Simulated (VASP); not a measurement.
**Si: relaxation of cell and atoms with r2SCAN**

Si:

```
CELL_PARAMETERS angstrom
2.53784 0.00000 0.00000
-1.26892 2.19784 0.00000
0.00000 0.00000 2.39413
ATOMIC_POSITIONS crystal
Si 0.00000 0.00000 0.00000
```

This isn't the form of Si at room conditions, which is diamond.

```
Program                : VASP 6.6.1
Task                   : relaxation of cell and atoms
Functional             : r2SCAN
Potentials or basis    : VASP PAW PBE potentials, release 64 (Si)
Cutoff                 : 600 eV
k mesh                 : 18 × 18 × 15
Occupations            : methfessel-paxton, width 0.1 eV
Spin                   : no spin polarisation
Target pressure        : 15.8 GPa
Further INCAR settings : ALGO = Normal; EDIFF = 1e-07; IBRION = 2; EDIFFG = -0.005; NSW = 90; ISIF = 3
Target pressure        : 15.8 GPa
```

```yaml
Pressure_after_relaxing: 15.8 GPa
Band_gap_on_the_k_mesh: none (metal or under the smearing width)
```

Final structure:
```
CELL_PARAMETERS angstrom
2.53784 0.00000 0.00000
-1.26892 2.19784 0.00000
0.00000 0.00000 2.39413
ATOMIC_POSITIONS crystal
Si 0.00000 0.00000 0.00000
```

Levels at points of the mesh, in eV from the Fermi level:
```tsv
k point	band 1	band 2	band 3	band 4	band 5	band 6
(0.00, 0.00, 0.00)	-15.94	7.81	8.95	12.15	12.15	13.33
(0.50, 0.00, 0.00)	-8.34	-7.98	5.92	6.86	14.95	16.38
```

Wall time 56 s on 1 thread of Intel(R) Xeon(R) 6975P-C (Granite Rapids), on a shared host, peak memory 0.13 GiB.

Caveat: the relaxation stopped at its first step, so nothing moved; the cell is relaxed towards a set pressure, so the enthalpy falls and the energy may rise; the PAW data sets were made with another functional, which shifts forces and pressure a little.
